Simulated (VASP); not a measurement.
# Rh (Fm-3m) in VASP: a series of runs

The runs below take Rh through relaxation of the atoms, with LDA.

Program: VASP 6.6.1. These are calculated values, not measurements. Logs are shortened: lines on timing, memory, paths and dates and some standing lists are left out, and cuts for length are marked.

## Step 1: The undisturbed crystal

Symmetry: Fm-3m, No. 225, cubic system. Conventional cell: a = 3.796 Å, b = 3.796 Å, c = 3.796 Å, α = 90.00°, β = 90.00°, γ = 90.00°. Rh (site symmetry m-3m) is surrounded by 12 Rh at 2.68 Å.

## Step 2: Relaxation of the atoms, LDA (a relaxed cell with its volume scaled by 1.04)

Contents of INCAR:

```
ALGO = Fast
EDIFF = 1E-7
EDIFFG = -0.01
ENCUT = 600
GGA = CA
IBRION = 2
ISIF = 2
ISMEAR = 1
LASPH = True
LCHARG = False
LREAL = False
LWAVE = False
NELM = 80
NSW = 40
PREC = Accurate
SIGMA = 0.1
```

Contents of KPOINTS:

```
k-points
0
Gamma
  16 16 16
```

Contents of POSCAR:

```
Rh                                      
1.0
    0.0000000000      1.9032166744      1.9032166744
    1.9032166744      0.0000000000      1.9032166744
    1.9032166744      1.9032166744      0.0000000000
  Rh            
     1
Direct
     0.0000000000000000    0.0000000000000000    0.0000000000000000
```

Potentials or basis: VASP PAW LDA potentials, release 64 (Rh_pv).

Run with:

```console
cat potpaw_LDA.64/Rh_pv/POTCAR > POTCAR
mpirun -np 1 vasp_std > vasp.out
```

OUTCAR:

```text
EDIFF = 1E-7
   EDIFFG = -0.01
   ENCUT = 600
   GGA = CA
   IBRION = 2
   ISIF = 2
   ISMEAR = 1
   LASPH = True
   LREAL = False
   NELM = 80
   NSW = 40
   PREC = Accurate

 ion  position               nearest neighbor table
   1  0.000  0.000  0.000-

  LATTYP: Found a face centered cubic cell.
 ALAT       =     3.8064333488

  Lattice vectors:

 A1 = (   0.0000000000,   1.9032166744,   1.9032166744)
 A2 = (   1.9032166744,   0.0000000000,   1.9032166744)
 A3 = (   1.9032166744,   1.9032166744,   0.0000000000)

Analysis of symmetry for initial positions (statically):
=====================================================================
 Subroutine PRICEL returns:
 Original cell was already a primitive cell.

 Routine SETGRP: Setting up the symmetry group for a
 face centered cubic supercell.

 Subroutine GETGRP returns: Found 48 space group operations
 (whereof 48 operations were pure point group operations)
 out of a pool of 48 trial point group operations.

The static configuration has the point symmetry O_h .

Analysis of symmetry for dynamics (positions and initial velocities):
=====================================================================
 Subroutine PRICEL returns:
 Original cell was already a primitive cell.

 Routine SETGRP: Setting up the symmetry group for a
 face centered cubic supercell.

 Subroutine GETGRP returns: Found 48 space group operations
 (whereof 48 operations were pure point group operations)
 out of a pool of 48 trial point group operations.

The dynamic configuration has the point symmetry O_h .

 Subroutine INISYM returns: Found 48 space group operations
 (whereof 48 operations are pure point group operations),
 and found     1 'primitive' translations

----------------------------------------------------------------------------------------

                                     Primitive cell

  volume of cell :      13.7878

  direct lattice vectors                    reciprocal lattice vectors
     0.000000000  1.903216674  1.903216674    -0.262713125  0.262713125  0.262713125
     1.903216674  0.000000000  1.903216674     0.262713125 -0.262713125  0.262713125
     1.903216674  1.903216674  0.000000000     0.262713125  0.262713125 -0.262713125

  length of vectors
     2.691554833  2.691554833  2.691554833     0.455032480  0.455032480  0.455032480

  position of ions in fractional coordinates (direct lattice)
     0.000000000  0.000000000  0.000000000

  ion indices of the primitive-cell ions
   primitive index   ion index
                 1           1

----------------------------------------------------------------------------------------

[... 85 lines left out ...]
   EFERMI_NEDOS =   21; number of points for ismear=-14 and -15
   IALGO  =     68    algorithm
   IMIX   =      4    mixing-type and parameters
     AMIX     =   0.40;   BMIX     =  1.00
     AMIX_MAG =   1.60;   BMIX_MAG =  1.00
  volume/ion in A,a.u.               =      13.79        93.04
  Fermi-wavevector in a.u.,A,eV,Ry     =   1.683735  3.181797 38.572011  2.834963
  Thomas-Fermi vector in A             =   2.766883
   LORBIT       =      0    0 simple, 1 ext, 2 COOP (PROOUT), +10 PAW based schemes
   GGA     = CA    functional components
   LHFCALC =     F    Hartree Fock is set to
   AEXX    =    0.0000 exact exchange contribution
   IVDW    =     0    specifies the selected vdW correction
   LEPSILON=     F    determine dielectric tensor
   LRPA    =     F    only Hartree local field effects (RPA)
 conjugate gradient relaxation of ions
 non-spin polarized calculation
 RMM-DIIS sequential band-by-band and
 Methfessel and Paxton  Order N= 1 SIGMA  =   0.10
  energy-cutoff  :      600.00
  volume of cell :       13.79
 maximum number of plane-waves:       477
 NGX is ok and might be reduce to    24
   NGX = 11   NGY = 11   NGZ = 11

 number of electron      15.0000002 magnetization

 Free energy of the ion-electron system (eV)
  ---------------------------------------------------
  ext. energy  EPLUGINS =         0.00000000
  ---------------------------------------------------
  free energy    TOTEN  =        -8.66372551 eV

  energy without entropy =       -8.66356883  energy(sigma->0) =       -8.66367328

 E-fermi :  11.6439     XC(G=0): -14.3333

 val. band max:       11.6416406435   @ k =  -0.3750   0.2500   0.0000
 cond. band min:      11.6458889377   @ k =   0.3125   0.2500   0.0000
 fundamental gap:      0.0042482941
 Fermi energy:        11.6438885202

 k-point     1 :       0.0000    0.0000    0.0000
  band No.  band energies     occupation
      1     -34.5022      2.00000
      2     -34.5022      2.00000
      3     -34.5022      2.00000
      4       3.6474      2.00000
      5       8.5606      2.00000
      6       8.5606      2.00000
      7       8.5606      2.00000
      8      10.6783      2.00000
      9      10.6783      2.00000
     10      27.6086      0.00000
     11      32.9971      0.00000
[... 309 lines left out ...]
 k-point    24 :      -0.0625    0.0625    0.0000
  band No.  band energies     occupation
      1     -34.5722      2.00000
      2     -34.5233      2.00000
      3     -34.5077      2.00000
      4       4.0593      2.00000
      5       8.3609      2.00000
      6       8.7068      2.00000
      7       8.7547      2.00000
      8      10.4905      2.00000
      9      10.7033      2.00000
     10      28.1927      0.00000
     11      31.3427      0.00000

 [... further k-points ...]

------------------------ aborting loop because EDIFF is reached ----------------------------------------

  FORCE on cell =-STRESS in cart. coord.  units (eV):
  Direction    XX          YY          ZZ          XY          YZ          ZX
  --------------------------------------------------------------------------------------
  -------------------------------------------------------------------------------------
  Total       -0.9653935     -0.9653935     -0.9653935      0.0000000     -0.0000000      0.0000000
  in kB     -112.1812444   -112.1812444   -112.1812444      0.0000000     -0.0000000      0.0000000
  external PRESSURE =    -112.1812444 kB  Pullay stress =       0.0000000 kB

 VOLUME and BASIS-vectors are now :
 -----------------------------------------------------------------------------
  energy-cutoff  :      600.00
  volume of cell :       13.79
      direct lattice vectors                 reciprocal lattice vectors
     0.000000000  1.903216674  1.903216674    -0.262713125  0.262713125  0.262713125
     1.903216674  0.000000000  1.903216674     0.262713125 -0.262713125  0.262713125
     1.903216674  1.903216674  0.000000000     0.262713125  0.262713125 -0.262713125

 POSITION                                       TOTAL-FORCE (eV/Angst)
 -----------------------------------------------------------------------------------
      0.00000      0.00000      0.00000         0.000000     -0.000000     -0.000000
 -----------------------------------------------------------------------------------
    total drift:                                0.000000     -0.000000     -0.000000

  FREE ENERGIE OF THE ION-ELECTRON SYSTEM (eV)
  ---------------------------------------------------
  free  energy   TOTEN  =        -8.6637255095 eV

  energy  without entropy=       -8.6635688317  energy(sigma->0) =       -8.66367328

 reached required accuracy - stopping structural energy minimisation
```

OSZICAR:

```text
N       E                     dE             d eps       ncg     rms          rms(c)
DAV:   1     0.125094117083E+03    0.12509E+03   -0.10063E+04  3198   0.162E+03
DAV:   2    -0.748828595614E+01   -0.13258E+03   -0.12706E+03  3277   0.411E+02
DAV:   3    -0.922854307107E+01   -0.17403E+01   -0.17106E+01  3640   0.524E+01
DAV:   4    -0.923884512825E+01   -0.10302E-01   -0.10300E-01  3561   0.422E+00
DAV:   5    -0.923900318611E+01   -0.15806E-03   -0.15806E-03  3618   0.491E-01    0.105E+01
RMM:   6    -0.868600487425E+01    0.55300E+00   -0.12744E+00  3190   0.132E+01    0.347E+00
RMM:   7    -0.866871188672E+01    0.17293E-01   -0.53659E-02  3190   0.241E+00    0.163E+00
RMM:   8    -0.866447086902E+01    0.42410E-02   -0.13969E-02  3190   0.173E+00    0.300E-01
RMM:   9    -0.866370595975E+01    0.76491E-03   -0.22278E-03  3190   0.603E-01    0.143E-02
RMM:  10    -0.866372805554E+01   -0.22096E-04   -0.19488E-04  3195   0.203E-01    0.198E-02
RMM:  11    -0.866372475136E+01    0.33042E-05   -0.51639E-05  3191   0.113E-01    0.305E-03
RMM:  12    -0.866372540060E+01   -0.64923E-06   -0.79582E-06  3308   0.454E-02    0.283E-03
RMM:  13    -0.866372543776E+01   -0.37162E-07   -0.22660E-06  3186   0.255E-02    0.717E-04
RMM:  14    -0.866372550950E+01   -0.71735E-07   -0.77532E-07  2693   0.131E-02
   1 F= -.86637255E+01 E0= -.86636733E+01  d E =-.866373E+01
```

Run time: 13 s. Hardware: 1 thread of Intel Xeon 6975P-C (Granite Rapids), shared host; peak memory 0.15 GiB.

What came out:

```
Free energy             : -8.6637 eV
Pressure after relaxing : -11.2 GPa
Band gap on the k mesh  : none (metal or under the smearing width)
```

Final structure:
```xyz
1
Lattice="0.0000 1.9032 1.9032 1.9032 0.0000 1.9032 1.9032 1.9032 0.0000" Properties=species:S:1:pos:R:3 pbc="T T T"
Rh    0.0000    0.0000    0.0000
```

Levels at points of the mesh, in eV from the Fermi level:
| k point | band 5 | band 6 | band 7 | band 8 | band 9 | band 10 |
| --- | --- | --- | --- | --- | --- | --- |
| (0.00, 0.00, 0.00) | -3.08 | -3.08 | -3.08 | -0.97 | -0.97 | 15.96 |
| (0.50, 0.00, 0.00) | -3.15 | -3.15 | 0.59 | 0.59 | 0.71 | 8.57 |
| (0.50, 0.50, 0.00) | -5.95 | 0.58 | 1.00 | 1.00 | 3.21 | 12.22 |

Caveat: the relaxation stopped at its first step, so nothing moved.

## Step 3: Relaxation of the atoms, LDA (a relaxed cell with its volume scaled by 1.06)

INCAR is that of step 2.

KPOINTS is that of step 2.

Contents of POSCAR:

```
Rh                                      
1.0
    0.0000000000      1.9153394004      1.9153394004
    1.9153394004      0.0000000000      1.9153394004
    1.9153394004      1.9153394004      0.0000000000
  Rh            
     1
Direct
     0.0000000000000000    0.0000000000000000    0.0000000000000000
```

Potentials or basis: VASP PAW LDA potentials, release 64 (Rh_pv).

Run with:

```console
cat potpaw_LDA.64/Rh_pv/POTCAR > POTCAR
mpirun -np 1 vasp_std > vasp.out
```

It took 14 s on 1 thread of Intel Xeon 6975P-C (Granite Rapids), shared host; peak memory 0.15 GiB.

It converged, with:

```yaml
Free_energy: -8.6416 eV
Pressure_after_relaxing: -15.9 GPa
Band_gap_on_the_k_mesh: none (metal or under the smearing width)
```

Final structure:
```yaml
crystal:
  lattice:
    - [0.00000, 1.91534, 1.91534]
    - [1.91534, 0.00000, 1.91534]
    - [1.91534, 1.91534, 0.00000]
  atoms:
    - { symbol: Rh, position: [0.00000, 0.00000, 0.00000] }
```

Levels at points of the mesh, in eV from the Fermi level:
```csv
k point,band 5,band 6,band 7,band 8,band 9,band 10
"(0.00, 0.00, 0.00)",-2.99,-2.99,-2.99,-0.94,-0.94,15.98
"(0.50, 0.00, 0.00)",-3.05,-3.05,0.57,0.57,0.73,8.37
"(0.50, 0.50, 0.00)",-5.78,0.56,0.97,0.97,3.19,11.97
```

Caveat: the relaxation stopped at its first step, so nothing moved.
